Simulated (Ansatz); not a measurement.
# ZnSe (Stilleite): how the settings move a single-point run

Aim: see which settings change the result for ZnSe (Stilleite), by how much, and at what cost.

Program: Ansatz 0.2.0. Level of theory: reference: DFT, HSE06, plane waves, PAW. These are calculated values, not measurements.

1 further run of the same task is left out (it didn't finish).

### 1 Starting point

The structure is cubic, space group F-43m (No. 216). Conventional cell: a = 5.665 Å, b = 5.665 Å, c = 5.665 Å, α = 90.00°, β = 90.00°, γ = 90.00°. Around Zn (site symmetry -43m) lie 4 Se at 2.45 Å. Se (site symmetry -43m) has 4 Zn at 2.45 Å as nearest neighbours.

As a file:

```
CELL_PARAMETERS angstrom
0.00000 2.83242 2.83242
2.83242 0.00000 2.83242
2.83242 2.83242 0.00000
ATOMIC_POSITIONS crystal
Zn 0.00000 0.00000 0.00000
Se 0.25000 0.25000 0.25000
```

### 2 The reference run

Contents of input.yaml:

```yaml
crystal:
  lattice:
    - [0.0, 2.8324246788, 2.8324246788]
    - [2.8324246788, 0.0, 2.8324246788]
    - [2.8324246788, 2.8324246788, 0.0]
  atoms:
    - { symbol: Zn, position: [0.0, 0.0, 0.0] }
    - { symbol: Se, position: [0.25, 0.25, 0.25] }
kpoints:
  mp_grid: { grid: [4, 4, 4] }
hamiltonian:
  xc: hse06
scf:
  occupations: { method: fixed }
  n_extra_bands: 4
output:
  forces: true
  stress: true
  eigenvalues: true
  write_density: true
  write_potential: true
  elf: true
  volumetric_format: npy
```

Run with:

```
> ansatz run input.yaml --threads 4 --pin off --max-ram 3686MiB --backend cpu --events-out ev --progress --plain --runs-dir out
```

### 3 Changed: exchange pbe, correlation pbe, coeff 0.5, omega 0.5

input.yaml: that of step 2 with these lines changed.

```diff
@@ -11,3 +11,3 @@
 hamiltonian:
-  xc: hse06
+  xc: { exchange: pbe, correlation: pbe, exx: { coeff: 0.5, omega: 0.5 } }
 scf:
@@ -19,5 +19 @@
   eigenvalues: true
-  write_density: true
-  write_potential: true
-  elf: true
-  volumetric_format: npy
```

### 4 Changed: exchange pbe, correlation pbe, coeff 0.3

input.yaml: that of step 2 with these lines changed.

```diff
@@ -11,3 +11,3 @@
 hamiltonian:
-  xc: hse06
+  xc: { exchange: pbe, correlation: pbe, exx: { coeff: 0.3 } }
 scf:
@@ -19,5 +19 @@
   eigenvalues: true
-  write_density: true
-  write_potential: true
-  elf: true
-  volumetric_format: npy
```

### 5 Changing settings: ecutfock_ratio 2

input.yaml: that of step 2 with these lines changed.

```diff
@@ -15,2 +15,3 @@
   n_extra_bands: 4
+  exx: { ecutfock_ratio: 2 }
 output:
@@ -19,5 +20 @@
   eigenvalues: true
-  write_density: true
-  write_potential: true
-  elf: true
-  volumetric_format: npy
```

### 6 Variant: exchange pbe, correlation pbe, coeff 0.05, omega 0.5

input.yaml: that of step 2 with these lines changed.

```diff
@@ -11,3 +11,3 @@
 hamiltonian:
-  xc: hse06
+  xc: { exchange: pbe, correlation: pbe, exx: { coeff: 0.05, omega: 0.5 } }
 scf:
@@ -19,5 +19 @@
   eigenvalues: true
-  write_density: true
-  write_potential: true
-  elf: true
-  volumetric_format: npy
```

### 7 Variant: ecutwfc 500

input.yaml: that of step 2 with these lines changed.

```diff
@@ -19,5 +19,3 @@
   eigenvalues: true
-  write_density: true
-  write_potential: true
-  elf: true
-  volumetric_format: npy
+basis:
+  ecutwfc: 500
```

Q: Predict the outcome of this session. Wanted: for each run, ending; energy change; pressure; gap; force.

The runs gave:

```
                                                    run     ending   energy change  pressure (GPa)  gap (eV)  force (eV/Å)  cycles   time
                                              reference  converged               0             1.6      2.44          0.00      13   10 s
 1: exchange pbe, correlation pbe, coeff 0.5, omega 0.5  converged  not comparable             1.9      2.64          0.00      17   12 s
            2: exchange pbe, correlation pbe, coeff 0.3  converged  not comparable             1.2      3.48          0.00      16   11 s
                                    3: ecutfock_ratio 2  converged               -             1.6      2.44          0.00      13  9.2 s
4: exchange pbe, correlation pbe, coeff 0.05, omega 0.5  converged  not comparable             2.5      1.42          0.00      12  9.6 s
                                         5: ecutwfc 500  converged   -2.3 meV/atom             1.6      2.45          0.00      13   12 s
```

Times don't compare one to one where runs were asked for different outputs or read a saved state (see the inputs); cycles may leave out searches for a lower state.

Residual by cycle in the longest SCF loop of each run; runs are numbered as in the table. The quantity is the density residual dr2, in eV.

```
cycle  reference   run 1    run 2    run 3    run 4    run 5
    1     0.0955   0.285    0.107   0.0955    0.005   0.0973
    2    0.00529  0.0107  0.00647  0.00528   5.2e-4  0.00506
    3    0.00396  0.0132  0.00637  0.00396   1.2e-4  0.00424
    4     6.4e-4  0.0018   9.4e-4   6.4e-4   1.2e-5   6.7e-4
    5     1.4e-4  7.2e-4   3.0e-4   1.4e-4   1.3e-6   1.4e-4
    6     5.8e-6  9.9e-6   6.3e-6   5.8e-6   1.1e-6   5.9e-6
    7          -       -        -        -   1.2e-7        -
    8          -       -        -        -  6.5e-10        -
```

What this shows: «ecutwfc 500» moves the energy by -2.3 meV/atom.
